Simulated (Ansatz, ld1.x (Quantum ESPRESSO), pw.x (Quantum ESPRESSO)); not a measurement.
## osmium (Os): does the PAW potential hold in the solid?

* Element: Os (Z = 76)
* Generator: ld1.x (Quantum ESPRESSO) 7.5
* Type: PAW
* Functional: PBE
* Relativity: scalar-relativistic
* Frozen core: [Xe] 4f14
* Valence charge: 8
* Reference configuration: 5d6 6s1.75 6p0.25
* Partial waves: 6s (bound): rcut 2.15, rcutus 2.65 bohr; 6s channel at 0.1 Ry: rcut 2.15, rcutus 2.65 bohr; 6p (bound): rcut 2.05, rcutus 2.75 bohr; 6p channel at 0.75 Ry: rcut 2.05, rcutus 2.75 bohr; 5d (bound): rcut 1.85, rcutus 2.20 bohr; 5d channel at -0.15 Ry: rcut 1.85, rcutus 2.20 bohr
* Local potential: all-electron potential smoothed inside 1.80 bohr (lloc = -2)
* Core correction: Bessel-smoothed model core inside 2.05 bohr
* Augmentation charge: GAUSS, radius 1.50 bohr

Crystal test: fcc Os in pw.x 7.5, no spin, 15³ k-points, Fermi–Dirac smearing 0.01 Ry, cutoffs 45/360 Ry. The lattice is a test structure that the element need not adopt, and mesh and smearing are coarse.

pw.x input:

```
&control
  calculation='scf', prefix='x', pseudo_dir='./', outdir='./tmp', tstress=.true., disk_io='low'
/
&system
  ibrav=0, nat=1, ntyp=1, ecutwfc=45, ecutrho=360, nbnd=11,
  occupations='smearing', smearing='fd', degauss=0.01
/
&electrons
  conv_thr=1e-09, mixing_beta=0.4, electron_maxstep=70
/
ATOMIC_SPECIES
Os 1.0 Os.UPF
CELL_PARAMETERS angstrom
  0.00000000 1.92753083 1.92753083
  1.92753083 0.00000000 1.92753083
  1.92753083 1.92753083 0.00000000
ATOMIC_POSITIONS crystal
Os 0.0000 0.0000 0.0000
K_POINTS automatic
15 15 15 0 0 0
```

```bash
pw.x < Os.scf.in > Os.scf.out
```

How does the run end?

It converges; the pressure is -0.26 GPa against 0.41 GPa from all-electron LAPW. The largest radius (2.75 bohr) exceeds half the bond length (2.58 bohr), so the spheres overlap, which is one possible source of error among others. The log shows:

```
     iteration #  1     ecut=    45.00 Ry     beta= 0.40
     total energy              =    -697.72806977 Ry
     estimated scf accuracy    <       0.05706942 Ry
     iteration #  2     ecut=    45.00 Ry     beta= 0.40
     total energy              =    -697.72676435 Ry
     estimated scf accuracy    <       0.00695080 Ry
     iteration #  3     ecut=    45.00 Ry     beta= 0.40
     total energy              =    -697.72795075 Ry
     estimated scf accuracy    <       0.00028170 Ry
     iteration #  4     ecut=    45.00 Ry     beta= 0.40
     c_bands:  1 eigenvalues not converged
     c_bands:  1 eigenvalues not converged
     c_bands:  1 eigenvalues not converged
     c_bands:  1 eigenvalues not converged
     total energy              =    -697.72802903 Ry
     estimated scf accuracy    <       0.00006950 Ry
     [... 4 iterations left out ...]
     iteration #  9     ecut=    45.00 Ry     beta= 0.40
     total energy              =    -697.72804594 Ry
     estimated scf accuracy    <       0.00000547 Ry
     iteration # 10     ecut=    45.00 Ry     beta= 0.40
     total energy              =    -697.72804684 Ry
     estimated scf accuracy    <       0.00000061 Ry
     iteration # 11     ecut=    45.00 Ry     beta= 0.40
     total energy              =    -697.72804689 Ry
     estimated scf accuracy    <          5.7E-09 Ry
     iteration # 12     ecut=    45.00 Ry     beta= 0.40
     the Fermi energy is    18.5998 ev
!    total energy              =    -697.72804690 Ry
     estimated scf accuracy    <          1.2E-10 Ry
     smearing contrib. (-TS)   =      -0.00323712 Ry
     The total energy is F=E-TS. E is the sum of the following terms:
     one-electron contribution =      18.57564607 Ry
     hartree contribution      =       1.07496290 Ry
     xc contribution           =     -16.25859574 Ry
     ewald contribution        =     -40.27875642 Ry
     one-center paw contrib.   =    -660.83806658 Ry
     convergence has been achieved in  12 iterations
          total   stress  (Ry/bohr**3)                   (kbar)     P=       -2.56
```
